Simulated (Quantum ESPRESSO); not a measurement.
**TePb: equation of state with PBE**

The system is TePb.

```
Pb Te
1.0
     4.00229    0.00000    0.00000
     0.00000    4.00229    0.00000
     0.00000    0.00000    4.00229
Pb Te
1 1
Cartesian
  0.0000 0.0000 0.0000
  2.0011 2.0011 2.0011
```

Measurements of this composition are mostly on another form, of space group No. 225.

| Property | Result |
| --- | --- |
| Program | Quantum ESPRESSO 7.5 |
| Task | equation of state |
| Functional | PBE |
| Potentials or basis | PseudoDojo 0.4.1 SR PBE standard |
| Cutoff | 1088 eV |
| Density cutoff | 4354 eV |
| k mesh | 7 × 7 × 7 |
| Occupations | fermi-dirac, width 0.05 eV |
| Spin | no spin polarisation |

```
Equilibrium volume                      : 32.07 Å³/atom
Bulk modulus                            : 41 GPa
Pressure derivative of the bulk modulus : 3.9
```

Energy against volume, from the lowest point:
| volume (Å³/atom) | energy (meV/atom) |
| --- | --- |
| 30.132 | 16.46 |
| 30.773 | 7.14 |
| 31.414 | 1.77 |
| 32.055 | 0.00 |
| 32.696 | 1.49 |
| 33.337 | 5.93 |
| 33.978 | 13.04 |

All runs of the series together: 3.9 min on 1 thread of Arm Neoverse V1, on a shared host.

The run has no spin-orbit coupling, so splittings on Pb, Te are missing.
